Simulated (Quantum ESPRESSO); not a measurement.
Set up this calculation in Quantum ESPRESSO 7.5, as the native input.

```
Task                : single point
Functional          : PBE
Potentials or basis : SSSP 1.3 efficiency PBE
Cutoff              : 748 eV
Density cutoff      : 5987 eV
k mesh              : 10 × 10 × 6
Occupations         : fermi-dirac, width 0.05 eV
Spin                : no spin polarisation
Mixing beta         : 0.5
Most SCF iterations : 120
SCF threshold       : 4e-10 Ry
```

The system is Ti.

```
CELL_PARAMETERS angstrom
2.95000 0.00000 0.00000
-1.47500 2.55477 0.00000
0.00000 0.00000 4.68000
ATOMIC_POSITIONS crystal
Ti 0.68616 0.32688 0.74849
Ti 0.33797 0.67291 0.24873
```

The cell isn't the ideal one: atoms moved at random, drawn with an rms of 0.05 Å.

The input as run:

pw.in

```
&CONTROL
  calculation = 'scf'
  prefix = 'pwscf'
  outdir = './tmp'
  pseudo_dir = './pseudo'
  tprnfor = .true.
  tstress = .true.
  disk_io = 'nowf'
/
&SYSTEM
  ibrav = 0
  nat = 2
  ntyp = 1
  ecutwfc = 55
  ecutrho = 440
  nbnd = 19
  occupations = 'smearing'
  smearing = 'fd'
  degauss = 0.00367493
/
&ELECTRONS
  conv_thr = 4d-10
  electron_maxstep = 120
  mixing_beta = 0.5
/
ATOMIC_SPECIES
Ti    47.8670 ti_pbe_v1.4.uspp.F.UPF
CELL_PARAMETERS angstrom
   2.9500000000    0.0000000000    0.0000000000
  -1.4750000000    2.5547749412    0.0000000000
   0.0000000000    0.0000000000    4.6800000000
ATOMIC_POSITIONS crystal
Ti     0.6861620000    0.3268800000    0.7484870000
Ti     0.3379730000    0.6729080000    0.2487300000
K_POINTS automatic
10 10 6 0 0 0
```

Potentials or basis: SSSP 1.3 efficiency PBE.

The run is started by

```sh
$ OMP_NUM_THREADS=1 pw.x -in pw.in > pw.out
```

It gave:

```
Pressure               : -1.5 GPa
Largest force          : 0.107 eV/Å
Band gap on the k mesh : none (metal or under the smearing width)
```

Wall time 3.3 min on 1 thread of Arm Neoverse V1, with other jobs on the host, peak memory 0.3 GiB.
